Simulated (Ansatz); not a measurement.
The calculation used Ansatz, DFT PBEsol, scalar-relativistic, plane waves, PAW.

Plane waves to 420 eV, a k mesh through Γ of 9×9×6 on the computed 4-atom cell and Gaussian smearing (0.02 eV); no spin polarisation.

```yaml
crystal:
  lattice:
    - [3.09742, 0.00000, 0.00000]
    - [-1.54871, 2.68245, 0.00000]
    - [0.00000, 0.00000, 5.27265]
  atoms:
    - { symbol: Zn, position: [0.33333, 0.66667, 0.01922] }
    - { symbol: Zn, position: [0.66667, 0.33333, 0.51922] }
    - { symbol: O, position: [0.33333, 0.66667, 0.36288] }
    - { symbol: O, position: [0.66667, 0.33333, 0.86288] }
```

**Question.** Is this geometry at equilibrium? Which atom feels the largest force?

**Answer.** It isn't. Atom 1 (Zn) feels (0.00, 0.00, -1.45) eV/Å, 1.449 eV/Å in size, and symmetry-related atoms feel the same size.

**Question.** Give all forces and the stress.

**Answer.**
| atom | Fx | Fy | Fz |
| --- | --- | --- | --- |
| Zn1 | 0.000 | 0.000 | -1.449 |
| Zn2 | 0.000 | 0.000 | -1.449 |
| O3 | 0.000 | 0.000 | 1.449 |
| O4 | 0.000 | 0.000 | 1.449 |
Stress (GPa, compression positive):
```
 7.83  0.00  0.00
 0.00  7.83  0.00
 0.00  0.00 22.12
```